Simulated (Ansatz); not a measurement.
**BP: eigenvalues along the path**

```
B P
1.0
     0.00000    2.25377    2.25377
     2.25377    0.00000    2.25377
     2.25377    2.25377    0.00000
B P
1 1
Direct
  0.00000 0.00000 0.00000
  0.75000 0.75000 0.75000
```

Atoms are numbered in the order listed.

The geometry is COD entry 9008835, unchecked; take it as a test cell. The listed cell was then made from it by scaling, straining or moving an atom.

All numbers below come from DFT, LDA, all-electron LAPW, scalar-relativistic in Ansatz 0.2.0.

Sampling and basis: a Γ-centred 15×15×15 k mesh, Fermi–Dirac smearing of 0.05 eV, basis error target 1 meV/atom, no spin polarisation.

Path points, in fractions of the reciprocal vectors: Γ (0.000, 0.000, 0.000), X (-0.500, -0.500, 0.000), U (-0.375, -0.375, 0.250), K (-0.375, 0.000, 0.375), L (0.000, 0.000, 0.500), W (-0.500, -0.250, 0.250). Levels in eV from the valence-band top; bands 6 to 11, counted from the lowest band of the run. The gap is 1.17 eV, indirect from Γ to the line Γ–X (-0.5, -0.5, 0).

```
# k(1/Å) point b6 b7 b8 b9 b10 b11
0.000 Γ -15.57 0.00 0.00 0.00 3.41 3.41
0.279 - -15.33 -0.86 -0.86 -0.76 2.95 4.53
0.558 - -14.61 -2.56 -2.19 -2.19 2.13 6.09
0.836 - -13.43 -4.79 -3.27 -3.27 1.46 3.82
1.115 - -11.88 -7.08 -3.95 -3.95 1.17 2.26
1.394 X -10.64 -8.59 -4.18 -4.18 1.27 1.53
1.492 - -10.63 -8.57 -4.37 -4.15 1.37 1.74
1.591 - -10.60 -8.51 -4.86 -4.07 1.48 2.45
1.690 - -10.56 -8.41 -5.45 -3.95 1.63 3.46
1.788 - -10.55 -8.29 -6.00 -3.77 1.82 4.66
1.887 U -10.63 -8.15 -6.37 -3.55 2.07 5.96
2.057 - -10.72 -8.06 -6.32 -3.81 2.78 6.65
2.228 - -10.79 -8.02 -5.99 -4.39 4.20 6.46
2.399 - -10.79 -8.02 -5.99 -4.39 4.20 6.46
2.570 - -10.72 -8.06 -6.32 -3.81 2.78 6.65
2.740 K -10.63 -8.15 -6.37 -3.55 2.07 5.96
3.036 - -11.66 -7.42 -6.16 -2.67 3.05 7.65
3.332 - -13.21 -5.90 -4.81 -1.60 4.18 5.83
3.627 - -14.49 -3.82 -2.99 -0.66 4.49 4.62
3.923 - -15.30 -1.49 -1.06 -0.14 3.68 3.94
4.219 Γ -15.57 0.00 0.00 0.00 3.41 3.41
4.460 - -15.39 -1.30 -0.30 -0.30 3.82 3.82
4.702 - -14.85 -3.67 -0.86 -0.86 4.08 4.54
4.943 - -13.98 -6.05 -1.35 -1.35 4.02 4.85
5.185 - -12.88 -8.11 -1.67 -1.67 3.93 4.77
5.426 L -12.17 -9.15 -1.77 -1.77 3.89 4.69
5.623 - -12.06 -9.05 -2.46 -2.01 4.06 4.72
5.820 - -11.73 -8.74 -3.85 -2.70 4.04 5.00
6.017 - -11.23 -8.30 -5.21 -3.69 4.27 5.52
6.215 - -10.66 -7.98 -6.01 -4.77 4.81 6.22
6.412 W -10.34 -8.02 -5.80 -5.60 5.23 6.70
6.551 - -10.38 -8.09 -5.65 -5.49 4.54 5.37
6.690 - -10.46 -8.26 -5.26 -5.17 3.39 3.93
6.830 - -10.55 -8.43 -4.77 -4.74 2.33 2.71
6.969 - -10.62 -8.55 -4.35 -4.35 1.56 1.86
7.109 X -10.64 -8.59 -4.18 -4.18 1.27 1.53
```
